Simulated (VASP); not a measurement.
Input of a VASP 6.6.1 run:

The input INCAR:

```
ALGO = Fast
EDIFF = 1E-6
EDIFFG = -0.002
ENCUT = 600
GGA = PS
IBRION = 2
ISIF = 3
ISMEAR = 0
LASPH = True
LCHARG = False
LREAL = False
LWAVE = False
NELM = 100
NSW = 80
PREC = Accurate
SIGMA = 0.01
```

Contents of KPOINTS:

```
k-points
0
Gamma
  12 12 12
```

File POSCAR:

```
BAs
1.0
    0.0000000000      2.3900000000      2.3900000000
    2.3900000000      0.0000000000      2.3900000000
    2.3900000000      2.3900000000      0.0000000000
B As
1 1
Direct
    0.0000000000      0.0000000000      0.0000000000
    0.2500000000      0.2500000000      0.2500000000
```

Potentials or basis: VASP PAW PBE potentials, release 64 (B, As).

Run with:

```console
$ cat potpaw_PBE.64/B/POTCAR potpaw_PBE.64/As/POTCAR > POTCAR
$ mpirun -np 1 vasp_std > vasp.out
```

(1) Predict the band gap on the k mesh.

(2) What does it give for the space group after relaxing (to 0.05 Å)?

(3) Estimate the relaxed volume.

(4) Predict the relaxed cell.

## Answers

(1) 1.08 eV, indirect (least direct gap 3.24 eV).

(2) F-43m (No. 216).

(3) 13.63 Å³/atom.

(4) a = 3.378 Å, b = 3.378 Å, c = 3.378 Å, α = 60.00°, β = 60.00°, γ = 60.00°.

Caveat: the PAW data sets were made with another functional, which shifts forces and pressure a little.
